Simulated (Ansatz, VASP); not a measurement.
One calculation of TiN (Osbornite), two programs

POSCAR

```
TiN
1.0
    0.0000000000      2.1169035900      2.1169035900
    2.1169035900      0.0000000000      2.1169035900
    2.1169035900      2.1169035900      0.0000000000
Ti N
1 1
Direct
    0.0000000000      0.0000000000      0.0000000000
    0.5000000000      0.5000000000      0.5000000000
```

Contents of INCAR.step1:

```
SYSTEM = TiN
PREC = Accurate
ENCUT = 520
ISMEAR = -1
SIGMA = 0.1
LREAL = .FALSE.
LASPH = .TRUE.
NELM = 60
NBANDS = 16
GGA = PE
ALGO = Normal
EDIFF = 1E-4
LWAVE = .TRUE.
LCHARG = .FALSE.
```

The input INCAR.step2:

```
SYSTEM = TiN
PREC = Accurate
ENCUT = 520
EDIFF = 1E-6
ISMEAR = -1
SIGMA = 0.1
LREAL = .FALSE.
LASPH = .TRUE.
NELM = 60
ALGO = Normal
ISIF = 2
LWAVE = .FALSE.
LCHARG = .FALSE.
METAGGA = R2SCAN
LMIXTAU = .TRUE.
NBANDS = 16
ISTART = 1
```

The input KPOINTS:

```
Automatic mesh
0
G
  14 14 14
  0 0 0
```

Input for Ansatz:

```yaml
crystal:
  lattice:
    - [0.0, 2.11690359, 2.11690359]
    - [2.11690359, 0.0, 2.11690359]
    - [2.11690359, 2.11690359, 0.0]
  atoms:
    - { symbol: Ti, position: [0.0, 0.0, 0.0] }
    - { symbol: "N", position: [0.5, 0.5, 0.5] }
  symmetry: { tolerance: 0.0003 }
hamiltonian:
  xc: r2scan
  pseudopotentials: { kind: paw, azcp: { folder: soft_1 } }
basis:
  ecutwfc: 500
magnetization:
  spin_polarized: false
scf:
  occupations: { method: fermi_dirac, width: 0.1 }
kpoints:
  mp_grid: { grid: [14, 14, 14], shift: [0, 0, 0] }
  band_path:
    path:
      - [0.0, 0.0, 0.0]
      - [0.5, 0.0, 0.5]
      - [0.625, 0.25, 0.625]
      - [0.375, 0.375, 0.75]
      - [0.0, 0.0, 0.0]
      - [0.5, 0.5, 0.5]
      - [0.5, 0.25, 0.75]
      - [0.5, 0.0, 0.5]
    npoints: 15
output:
  forces: true
  stress: true
  eigenvalues: true
  bader: true
  populations: true
  elf: true
  write_potential: true
  write_density: true
  volumetric_format: npy
  dos:
    e_range: [-12, 8]
    de: 0.05
    projected: { site_lists: { "N": ["N"], Ti: [Ti] } }
```

Alike in both runs: task single point; functional r2SCAN; k mesh 14 × 14 × 14; occupations fermi-dirac, width 0.1 eV; no spin polarisation.

```csv
,VASP,Ansatz
version,VASP 6.6.1,Ansatz 0.2.0
potentials or method,"VASP PAW PBE potentials, release 64 (Ti_sv, N)",PAW plane waves
plane-wave cutoff (eV),520,500
valence electrons in the cell,17,17
```

|  | VASP | Ansatz | Ansatz less VASP |
| --- | --- | --- | --- |
| pressure (GPa) | 1.4 | 0.1 | -1.34 |

The functional is the same, so the differences come from potentials, cutoffs and numerics.

Caveats: the PAW data sets were made with another functional, which shifts forces and pressure a little (VASP).
